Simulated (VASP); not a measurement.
**ZnO (zincite): the relaxed cell at several levels**

How close do the usual functionals, with and without dispersion, come to the cell of ZnO (zincite)? The levels: PBE, LDA, r2SCAN and PBE + D3(BJ). LASPH is on for some levels and off for others; the table marks which. The start is a cell from a database of measured crystal structures.

Program: VASP 6.6.1. Level of theory: PBE; plane waves and PAW (Zn, O), in the first sound run; inputs show where later runs differ. Results are calculated unless marked as measured.

**What experiment says.**

For ZnO, wurtzite (polycrystalline, from oxalate precursor, 298 K), “Local structures of polar wurtzites Zn1-xMgxO studied by Raman and 67Zn/25Mg NMR spectroscopies and by total neutron scattering” (2008, arxiv:0808.0492) gives, by time-of-flight neutron powder diffraction: lattice constant a (a, Rietveld) 3.24945 ± 1e-05 Å; lattice constant c (c, Rietveld) 5.20574 ± 3e-05 Å.

Most raw output is cut from this account.

### Step 1. The structure

Before any relaxation, the start is as follows. Symmetry: P6_3mc, No. 186, hexagonal system. Conventional cell: a = 3.249 Å, b = 3.249 Å, c = 5.206 Å, α = 90.00°, β = 90.00°, γ = 120.00°. Nearest to Zn lie 4 O at 1.97 to 1.98 Å. Nearest to O lie 4 Zn at 1.97 to 1.98 Å. Farther neighbours and most contacts between anions are not listed.

Coordinates:

```
Zn O
1.0
     3.24931    0.00000    0.00000
    -1.62465    2.81398    0.00000
     0.00000    0.00000    5.20571
Zn O
2 2
Direct
  0.33333 0.66667 0.50000
  0.66667 0.33333 0.00000
  0.66667 0.33333 0.37901
  0.33333 0.66667 0.87901
```

### Step 2. Relaxation with PBE

Properties are meant for the cell that this level of theory prefers, so cell and atoms are relaxed first (ISIF = 3) until forces and stress are small; EDIFFG sets the threshold. PBE, the usual starting point, adds the gradient of the density.

Input file INCAR:

```
SYSTEM = ZnO
PREC = Accurate
ENCUT = 560
EDIFF = 1E-06
NELM = 100
ISMEAR = -1
SIGMA = 0.05
LREAL = .FALSE.
ALGO = Normal
GGA = PE
NBANDS = 24
LORBIT = 11
LWAVE = .FALSE.
LCHARG = .FALSE.
KPAR = 2
IBRION = 2
NSW = 60
ISIF = 3
EDIFFG = -0.01
```

Input file POSCAR:

```
ZnO
1.0
    3.2493080000      0.0000000000      0.0000000000
   -1.6246540000      2.8139832727      0.0000000000
    0.0000000000      0.0000000000      5.2057090000
Zn O
2 2
Direct
    0.3333333333      0.6666666667      0.5000000000
    0.6666666667      0.3333333333      0.0000000000
    0.6666666667      0.3333333333      0.3790100000
    0.3333333333      0.6666666667      0.8790100000
```

Input file KPOINTS:

```
Automatic mesh
0
Gamma
8 8 5
0 0 0
```

The projector-augmented-wave data sets are Zn and O (PBE family, release 64).

On the command line:

```sh
mpirun -np 2 vasp_std
```

Wall time 35 s (2 MPI ranks of Intel Xeon 6975P-C (Granite Rapids), shared host); peak memory 0.35 GiB; 67 s of CPU time.

The gap is read on the k-mesh alone, so it is an upper bound where the band edges lie off the mesh. The run keeps the 12 symmetry operations of its start, so it cannot find a distortion of lower symmetry.

Relaxation path:

```
step  energy less that of the first step (eV)  largest force (eV/Å)  pressure (GPa)  volume (Å³)
   1                                   0.0000                0.0749            5.92        47.60
   2                                  -0.0297                0.0291           -2.54        50.69
   3                                  -0.0380                0.0035           -0.03        49.67
   4                                  -0.0380                0.0022            0.05        49.63
   5                                  -0.0381                0.0104            0.18        49.62
   6                                  -0.0381                0.0135            0.09        49.61
   7                                  -0.0381                0.0083            0.04        49.66
```

```
conventional cell, symmetrised  before  after  change
                         a (Å)   3.249  3.289  +1.2 %
                         b (Å)   3.249  3.289  +1.2 %
                         c (Å)   5.206  5.302  +1.9 %
              volume (Å³/atom)   11.90  12.41  +4.3 %
```

Final coordinates:

```xyz
4
Lattice="3.2885 0.0000 0.0000 -1.6443 2.8479 0.0000 0.0000 0.0000 5.3024" Properties=species:S:1:pos:R:3 pbc="T T T"
Zn    0.0000    1.8986    2.6497
Zn    1.6443    0.9493   -0.0015
O     1.6443    0.9493    2.0112
O     0.0000    1.8986    4.6624
```

Numbers from this step:

```
electrons                       : 36
bands                           : 24
irreducible k-points            : 30
symmetry operations             : 12
free energy (TOTEN)             : -17.86 eV
Fermi energy                    : 1.230 eV
pressure                        : 0.04166 GPa
metallic                        : no
valence top at k                : 0, 0, 0
conduction bottom at k          : 0, 0, 0
least direct gap at k           : 0, 0, 0
SCF cycles over all ionic steps : 50
gap on the k-mesh               : 0.7167 eV
least direct gap on the k-mesh  : 0.7167 eV
```

It ends with a largest force of 0.008 eV/Å and a pressure of 0.04 GPa. The volume lies +4.3 % from that of the database's start. The conventional cell has a = 3.289 and c = 5.302 Å.

### Step 3. Relaxation with LDA

This step: LDA; plane waves and PAW (Zn, O) (VASP 6.6.1).

LDA, the lowest rung, knows the local density alone.

INCAR: that of step 2 with these lines changed.

```diff
@@ -9,3 +9,3 @@
 ALGO = Normal
-GGA = PE
+GGA = CA
 NBANDS = 24
```

POSCAR is that of step 2.

KPOINTS is that of step 2.

On the command line:

```sh
mpirun -np 2 vasp_std
```

Elapsed: 33 s, on 2 MPI ranks; peak memory 0.33 GiB; 64 s of CPU time.

The PAW data sets were made with PBE, though LDA sets exist; this is a small mismatch.

The steps of the relaxation:

```
step  energy less that of the first step (eV)  largest force (eV/Å)  pressure (GPa)  volume (Å³)
   1                                   0.0000                0.0558           -5.95        47.60
   2                                  -0.0232                0.0415            4.16        44.62
   3                                  -0.0371                0.0025            0.04        45.71
   4                                  -0.0372                0.0191           -0.16        45.73
   5                                  -0.0372                0.0202           -0.03        45.73
   6                                  -0.0373                0.0155            0.02        45.72
   7                                  -0.0374                0.0002            0.06        45.70
```

```
conventional cell, symmetrised  before  after  change
                         a (Å)   3.249  3.196  -1.7 %
                         b (Å)   3.249  3.196  -1.7 %
                         c (Å)   5.206  5.167  -0.7 %
              volume (Å³/atom)   11.90  11.42  -4.0 %
```

The relaxed structure:

```cif
data_structure
_symmetry_space_group_name_H-M 'P 1'
_symmetry_Int_Tables_number 1
_cell_length_a 3.1956
_cell_length_b 3.1956
_cell_length_c 5.1669
_cell_angle_alpha 90.000
_cell_angle_beta 90.000
_cell_angle_gamma 120.000
_cell_volume 45.70
loop_
_atom_site_label
_atom_site_type_symbol
_atom_site_fract_x
_atom_site_fract_y
_atom_site_fract_z
_atom_site_occupancy
Zn1 Zn 0.33333 0.66667 0.50032 1
Zn2 Zn 0.66667 0.33333 0.00032 1
O3 O 0.66667 0.33333 0.37869 1
O4 O 0.33333 0.66667 0.87869 1
```

Numbers from this step:

```yaml
free_energy_toten: -21.23 eV
fermi_energy: 1.588 eV
pressure: 0.05911 GPa
gap_on_the_k_mesh: 0.7875 eV
least_direct_gap_on_the_k_mesh: 0.7875 eV
```

It ends at 11.42 Å³/atom, -4.0 % from the start, with 0.06 GPa left. The conventional cell has a = 3.196 and c = 5.167 Å.

### Step 4. Relaxation with r2SCAN

This step: r2SCAN; plane waves and PAW (Zn, O) (VASP 6.6.1).

r2SCAN adds the kinetic-energy density, costs more than a GGA and is run with LASPH.

INCAR: that of step 3 with these lines changed.

```diff
@@ -9,3 +9,4 @@
 ALGO = Normal
-GGA = CA
+METAGGA = R2SCAN
+LASPH = .TRUE.
 NBANDS = 24
```

POSCAR is that of step 3.

KPOINTS is that of step 3.

On the command line:

```sh
mpirun -np 2 vasp_std
```

Elapsed: 87 s, on 2 MPI ranks; peak memory 0.39 GiB; 2.9 min of CPU time.

The PAW data sets were made with PBE, which is usual practice but a small mismatch for other functionals.

Relaxation path:

```
step  energy less that of the first step (eV)  largest force (eV/Å)  pressure (GPa)  volume (Å³)
   1                                   0.0000                0.0835           -0.21        47.60
   2                                  -0.0013                0.0380            0.09        47.49
   3                                  -0.0014                0.0081           -0.01        47.52
```

```
conventional cell, symmetrised  before  after  change
                         a (Å)   3.249  3.242  -0.2 %
                         b (Å)   3.249  3.242  -0.2 %
                         c (Å)   5.206  5.219  +0.3 %
              volume (Å³/atom)   11.90  11.88  -0.2 %
```

The relaxed structure:

```xyz
4
Lattice="3.2424 0.0000 0.0000 -1.6212 2.8080 0.0000 0.0000 0.0000 5.2190" Properties=species:S:1:pos:R:3 pbc="T T T"
Zn    0.0000    1.8720    2.6064
Zn    1.6212    0.9360   -0.0031
O     1.6212    0.9360    1.9811
O     0.0000    1.8720    4.5907
```

It ends at 11.88 Å³/atom, -0.2 % from the start, with -0.01 GPa left. The conventional cell has a = 3.242 and c = 5.219 Å.

### Step 5. Relaxation with PBE + D3(BJ)

This step: PBE with D3(BJ); plane waves and PAW (Zn, O) (VASP 6.6.1).

A dispersion term adds the long-range attraction that semilocal functionals lack. D3 with Becke-Johnson damping keeps a finite attraction at short range.

INCAR: that of step 4 with these lines changed.

```diff
@@ -9,4 +9,4 @@
 ALGO = Normal
-METAGGA = R2SCAN
-LASPH = .TRUE.
+GGA = PE
+IVDW = 12
 NBANDS = 24
```

POSCAR is that of step 4.

KPOINTS is that of step 4.

On the command line:

```sh
mpirun -np 2 vasp_std
```

The job ended after 42 s (2 MPI ranks; peak memory 0.38 GiB).

Relaxation path:

```
step  energy less that of the first step (eV)  largest force (eV/Å)  pressure (GPa)  volume (Å³)
   1                                   0.0000                0.0732            2.84        47.60
   2                                  -0.0077                0.0364           -1.27        49.06
   3                                  -0.0099                0.0065           -0.12        48.59
   4                                  -0.0098                0.0045           -0.03        48.57
   5                                  -0.0099                0.0119            0.08        48.55
   6                                  -0.0099                0.0166            0.10        48.55
   7                                  -0.0099                0.0143            0.06        48.57
   8                                  -0.0100                0.0103           -0.04        48.61
   9                                  -0.0100                0.0013           -0.05        48.60
```

```
conventional cell, symmetrised  before  after  change
                         a (Å)   3.249  3.263  +0.4 %
                         b (Å)   3.249  3.263  +0.4 %
                         c (Å)   5.206  5.269  +1.2 %
              volume (Å³/atom)   11.90  12.15  +2.1 %
```

Final coordinates:

```xyz
4
Lattice="3.2634 0.0000 0.0000 -1.6317 2.8262 0.0000 0.0000 0.0000 5.2691" Properties=species:S:1:pos:R:3 pbc="T T T"
Zn    0.0000    1.8841    2.6348
Zn    1.6317    0.9421    0.0002
O     1.6317    0.9421    1.9968
O     0.0000    1.8841    4.6313
```

It ends at 12.15 Å³/atom, +2.1 % from the start, with -0.05 GPa left. The conventional cell has a = 3.263 and c = 5.269 Å. Against plain PBE, the dispersion term moves a by -0.8 % and c by -0.6 %.

### Step 6. The cells as a table

This step: relaxed cells at several levels; plane waves and PAW (VASP 6.6.1).

This step runs nothing: it gathers the runs above.

Lengths are those of the conventional cell; cost is the wall time of each run, as given at its step, times its ranks, without the set-up around it; LASPH differs between rows, which moves results and costs too. Results by level, by row:

```
       level  volume (Å³/atom)  change from the start (%)  a (Å)  c (Å)  cost (core minutes)  LASPH
         PBE             12.41                        4.3  3.289  5.302                 1.17    off
         LDA             11.42                         -4  3.196  5.167                  1.1    off
      r2SCAN             11.88                       -0.2  3.242  5.219                  2.9     on
PBE + D3(BJ)             12.15                        2.1  3.263  5.269                  1.4    off
```

### Step 7. What came out

```yaml
volume_pbe: 12.41 Å³/atom
volume_lda: 11.42 Å³/atom
volume_r2scan: 11.88 Å³/atom
volume_pbe_d3_bj: 12.15 Å³/atom
```

For ZnO (zincite) the levels give volumes between 11.42 Å³/atom (LDA) and 12.41 Å³/atom (PBE), a spread of 8.7 %, while the cost of the finished runs spans a factor of 2.6. Within 1 % of experiment on every length: r2SCAN. The nearest is r2SCAN. Thermal and zero-point expansion, often some tenths of a per cent in length, bear on this order: with the measured lengths lowered by an assumed 0.4 % the nearest is still r2SCAN. The costs hold the number of ionic steps as well as the price of the functional. Adding D3(BJ) to PBE changes the volume by -2.1 % (a by -0.8 % and c by -0.6 %). Within 0.02 Å all end in space group P6_3mc; the runs can't lower the symmetry of the start. LASPH is on for some levels and off for others, so differences between them are not the functional's alone. Each is a single relaxation on the plane waves of the start cell, so larger changes of volume carry a basis-set error that was not tested here.

Calculation against experiment:

```
              quantity  measured             PBE             LDA          r2SCAN    PBE + D3(BJ)
lattice constant a (Å)   3.24945  3.289 (+1.2 %)  3.196 (-1.7 %)  3.242 (-0.2 %)  3.263 (+0.4 %)
lattice constant c (Å)   5.20574  5.302 (+1.9 %)  5.167 (-0.7 %)  5.219 (+0.3 %)  5.269 (+1.2 %)
```

Measured values from arxiv:0808.0492 (2008).

Verdict: For the lattice constant a, of the levels listed nearest comes r2SCAN (-0.2 %, good agreement) and farthest LDA (-1.7 %, a clear miss). For the lattice constant c, of the levels listed nearest comes r2SCAN (+0.3 %, good agreement) and farthest PBE (+1.9 %, fair agreement). The grades are ours: good and fair within 0.7 and 1.5 % for the lattice constant a and 0.8 and 2 % for the lattice constant c. For lattice constants the calculation has a static lattice, without zero-point motion or thermal expansion (measured at up to 298 K).

[Lines on the potential files, build, host, timing and source positions are cut from VASP's logs without a mark.]

[Logs are printed without paths, hosts, clocks, repeated set-up lines and the standing remarks that a program may print on its own settings, such as how far it seeks lower states.]

[Hosts, paths, dates, database ids (printed as entryN), source tags and the programs' standing remarks are cut or masked in the printed files.]

[A measured line is paired with the nearest computed mode of its activity, which favours agreement.]
